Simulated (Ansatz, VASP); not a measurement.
## One calculation of AgCl, two programs

Contents of INCAR:

```
SYSTEM = AgCl
  ALGO = Normal
  EDIFF = 1E-7
  ENCUT = 520
  GGA = PS
  ISIF = 2
  ISMEAR = 0
  LASPH = .TRUE.
  LCHARG = .TRUE.
  LELF = .TRUE.
  LREAL = .FALSE.
  LVHAR = .TRUE.
  LWAVE = .FALSE.
  NBANDS = 16
  NELM = 100
  PREC = Accurate
  SIGMA = 0.05
```

The input KPOINTS:

```
k-points
0
G
  8 8 8
  0 0 0
```

The input POSCAR:

```
AgCl
1.0
    0.0000000000      2.7731500000      2.7731500000
    2.7731500000      0.0000000000      2.7731500000
    2.7731500000      2.7731500000      0.0000000000
Ag Cl
1 1
Direct
    0.5000000000      0.5000000000      0.5000000000
    0.0000000000      0.0000000000     -0.1622703424
```

Input for Ansatz:

```yaml
crystal:
  lattice:
    - [0.0, 2.77315, 2.77315]
    - [2.77315, 0.0, 2.77315]
    - [2.77315, 2.77315, 0.0]
  atoms:
    - { symbol: Ag, position: [0.5, 0.5, 0.5] }
    - { symbol: Cl, position: [0.0, 0.0, -0.1622703424] }
basis:
  ecutwfc: 420
kpoints:
  mp_grid: { grid: [8, 8, 8] }
hamiltonian:
  xc: pbesol
scf:
  occupations: { method: gaussian, width: 0.05 }
output:
  forces: true
  stress: true
  eigenvalues: true
```

Alike in both runs: task single point; functional PBEsol; k mesh 8 × 8 × 8; occupations gaussian, width 0.05 eV; no spin polarisation.

|  | VASP | Ansatz |
| --- | --- | --- |
| version | VASP 6.6.1 | Ansatz 0.2.0 |
| potentials or method | VASP PAW PBE potentials, release 64 (Ag, Cl) | scalar-relativistic, plane waves, PAW |
| plane-wave cutoff (eV) | 520 | 420 |
| valence electrons in the cell | 18 | 26 |

```tsv
	VASP	Ansatz	Ansatz less VASP
gap on the k mesh at the Fermi level (eV)	0.73	0.74	+0.004
least direct gap on the mesh (eV)	1.48	1.48	+0.003
pressure (GPa)	4.1	4.2	+0.11
largest component of the traceless stress (GPa)	5.82	5.85	+0.025
rms of the force components (eV/Å)	0.521	0.525	+0.0036
```

Atom by atom the forces differ by 0.004 eV/Å (rms over components). The two sets of potentials don't hold the same shells in valence.

Caveats: the PAW data sets were made with another functional, which shifts forces and pressure a little (VASP). A k mesh can miss the band edges.
